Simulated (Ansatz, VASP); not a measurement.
**Two plane-wave programs on PbSe**

The input INCAR:

```
SYSTEM = PbSe
ALGO     = Normal         ! electronic algorithm
EDIFF    = 1E-7           ! SCF threshold, eV
ENCUT    = 520            ! plane-wave cutoff, eV
ISIF     = 2              ! what is computed and relaxed
ISMEAR   = 0              ! smearing method
LASPH    = .True.         ! aspherical terms in the spheres
LCHARG   = .True.         ! write CHGCAR
LELF     = .True.         ! ELF
LREAL    = .False.        ! projectors in reciprocal space
LVHAR    = .True.       
LWAVE    = .False.        ! write WAVECAR
NBANDS   = 17             ! bands
NELM     = 60             ! most SCF steps
PREC     = Accurate       ! precision mode
SIGMA    = 0.03           ! smearing width, eV
```

KPOINTS

```
k-points
0
Gamma
  10 10 10
  0 0 0
```

The input POSCAR:

```
PbSe
1.0
    0.0000000000      3.0621500000      3.0621500000
    3.0621500000      0.0000000000      3.0621500000
    3.0621500000      3.0621500000      0.0000000000
Pb Se
1 1
Direct
    0.0000000000      0.0000000000      0.0000000000
    0.5000000000      0.5000000000      0.5000000000
```

Input for Ansatz:

```yaml
crystal:
  lattice:
    - [0.0, 3.06215, 3.06215]
    - [3.06215, 0.0, 3.06215]
    - [3.06215, 3.06215, 0.0]
  atoms:
    - { symbol: Pb, position: [0.0, 0.0, 0.0] }
    - { symbol: Se, position: [0.5, 0.5, 0.5] }
basis:
  ecutwfc: 420
kpoints:
  mp_grid: { grid: [10, 10, 10] }
hamiltonian:
  xc: lda
scf:
  occupations: { method: gaussian, width: 0.03 }
output:
  forces: true
  stress: true
  eigenvalues: true
```

Alike in both runs: task single point; functional LDA; k mesh 10 × 10 × 10; occupations gaussian, width 0.03 eV; no spin polarisation.

|  | VASP | Ansatz |
| --- | --- | --- |
| version | VASP 6.6.1 | Ansatz 0.2.0 |
| potentials or method | VASP PAW LDA potentials, release 64 (Pb_d, Se) | scalar-relativistic, plane waves, PAW |
| plane-wave cutoff (eV) | 520 | 420 |
| valence electrons in the cell | 20 | 30 |

```tsv
	VASP	Ansatz	Ansatz less VASP
gap on the k mesh at the Fermi level (eV)	0.17	0.19	+0.021
least direct gap on the mesh (eV)	0.17	0.19	+0.021
pressure (GPa)	-2.1	-2.2	-0.11
```

The two sets of potentials don't hold the same shells in valence.

Caveats: spin-orbit coupling is left out, which as a rule narrows the gap of such compounds by several tenths of an eV.
